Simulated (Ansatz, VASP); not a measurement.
## SnSe: VASP beside Ansatz

```
Sn Se
1.0
     0.00000    2.94665    2.94665
     2.94665    0.00000    2.94665
     2.94665    2.94665    0.00000
Sn Se
1 1
Cartesian
  0.0000 0.0000 0.0000
  2.9466 2.9466 2.9466
```

Alike in both runs: functional LDA; k mesh 8 × 8 × 8; occupations gaussian, width 0.02 eV; no spin polarisation.

Ansatz relaxed the structure, and its values are those at the end. VASP's run is a single point on that final structure, the one shown.

|  | VASP | Ansatz |
| --- | --- | --- |
| version | VASP 6.6.1 | Ansatz 0.2.0 |
| potentials or method | VASP PAW LDA potentials, release 64 (Sn_d, Se) | scalar-relativistic, plane waves, PAW |
| plane-wave cutoff (eV) | 520 | 420 |
| valence electrons in the cell | 20 | 30 |

```tsv
	VASP	Ansatz	Ansatz less VASP
gap on the k mesh at the Fermi level (eV)	0.77	0.78	+0.010
least direct gap on the mesh (eV)	0.92	0.89	-0.021
pressure (GPa)	0.1	0.0	-0.14
```

The two sets of potentials don't hold the same shells in valence.

Caveats: spin-orbit coupling is left out, which moves the levels of the heavy elements. A k mesh can miss the band edges.
